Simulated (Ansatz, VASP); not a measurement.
**Two plane-wave programs on SrO**

File INCAR:

```
PREC = Accurate
ENCUT = 520
EDIFF = 1E-6
ISMEAR = -1
SIGMA = 0.02
LREAL = False
LASPH = True
NELM = 80
ALGO = Normal
ISIF = 2
LWAVE = False
LCHARG = True
GGA = PE
LELF = True
LVHAR = True
NBANDS = 15
```

Contents of KPOINTS:

```
Automatic mesh
0
Gamma
  8 8 8
```

File POSCAR:

```
SrO
1.0
    3.0510472231      0.0000000000      0.0000000000
    0.0000000000      3.0510472231      0.0000000000
    0.0000000000      0.0000000000      3.1028650697
Sr O
1 1
Direct
    0.0000000000      0.0000000000      0.0000000000
    0.5000000000      0.5000000000      0.5000000000
```

Input for Ansatz:

```yaml
crystal:
  lattice:
    - [3.0510472231, 0.0, 0.0]
    - [0.0, 3.0510472231, 0.0]
    - [0.0, 0.0, 3.1028650697]
  atoms:
    - { symbol: Sr, position: [0.0, 0.0, 0.0] }
    - { symbol: O, position: [0.5, 0.5, 0.5] }
kpoints:
  mp_grid: { grid: [8, 8, 8] }
  band_path:
    path:
      - [0.0, 0.0, 0.0]
      - [0.0, 0.5, 0.0]
      - [0.5, 0.5, 0.0]
      - [0.5, 0.5, 0.5]
      - [0.0, 0.5, 0.5]
    npoints: 1
hamiltonian:
  xc: pbe
scf:
  occupations: { method: fermi_dirac, width: 0.02 }
  n_extra_bands: 4
output:
  forces: true
  stress: true
  eigenvalues: true
```

Change from the starting cell: biaxial_xy strain -1.7%.

Alike in both runs: task single point; functional PBE; k mesh 8 × 8 × 8; occupations fermi-dirac, width 0.02 eV; no spin polarisation.

|  | VASP | Ansatz |
| --- | --- | --- |
| version | VASP 6.6.1 | Ansatz 0.2.0 |
| potentials or method | VASP PAW PBE potentials, release 64 (Sr_sv, O) | plane waves, PAW |
| plane-wave cutoff (eV) | 520 | 420 |
| valence electrons in the cell | 16 | 16 |

VASP gave:

- gap on the k mesh at the Fermi level (eV): 2.69
- pressure (GPa): 7.4
- largest component of the traceless stress (GPa): 3.55

**Question.** Which values does Ansatz return?

**Answer.** gap on the k mesh at the Fermi level (eV): 2.75; pressure (GPa): 6.4; largest component of the traceless stress (GPa): 3.52.

A k mesh can miss the band edges.
